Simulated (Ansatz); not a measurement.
# Ru (Ruthenium): the cost of one run

Program: Ansatz 0.2.0. Level of theory: DFT LDA, scalar-relativistic, plane waves, PAW. These are calculated values, not measurements.

2 further runs of the same task are left out: 2 set aside as unsound or not needed.

**1. The starting structure**

It takes space group P6_3/mmc (No. 194, hexagonal). The conventional cell has a = 2.674 Å, b = 2.674 Å, c = 4.226 Å, α = 90.00°, β = 90.00°, γ = 120.00°. Ru (site symmetry -6m2) has 12 Ru at 2.62 to 2.67 Å as nearest neighbours.

Coordinates:

```
Ru
1.0
     2.67389    0.00000    0.00000
    -1.33694    2.31565    0.00000
     0.00000    0.00000    4.22642
Ru
2
Cartesian
  0.0000 1.5438 1.0566
  1.3369 0.7719 3.1698
```

This cell was relaxed beforehand with the same method: volume 13.08 Å³/atom, gap on the mesh none (metal).

**2. Bulk reference on the slab's mesh**

The input, input.yaml:

```yaml
crystal:
  lattice:
    - [2.6738855891, 0.0, 0.0]
    - [-1.3369427945, 2.315652847, 0.0]
    - [0.0, 0.0, 4.2264228683]
  atoms:
    - { symbol: Ru, position: [0.3333333333, 0.6666666667, 0.25] }
    - { symbol: Ru, position: [0.6666666667, 0.3333333333, 0.75] }
basis:
  ecutwfc: 420
kpoints:
  mp_grid: { grid: [15, 15, 8] }
hamiltonian:
  xc: lda
scf:
  occupations: { method: gaussian, width: 0.1 }
output:
  forces: true
  stress: true
  eigenvalues: true
```

On the command line:

```sh
> ansatz run input.yaml --threads 1 --pin off --max-ram 2560MiB --backend cpu --events-out ev --progress --plain --runs-dir out
```

**Question.** How long does this run take on 1 thread of Arm Neoverse V2, shared host, and how much memory does it need?

About 2.5 s, with a peak of 0.32 GiB.
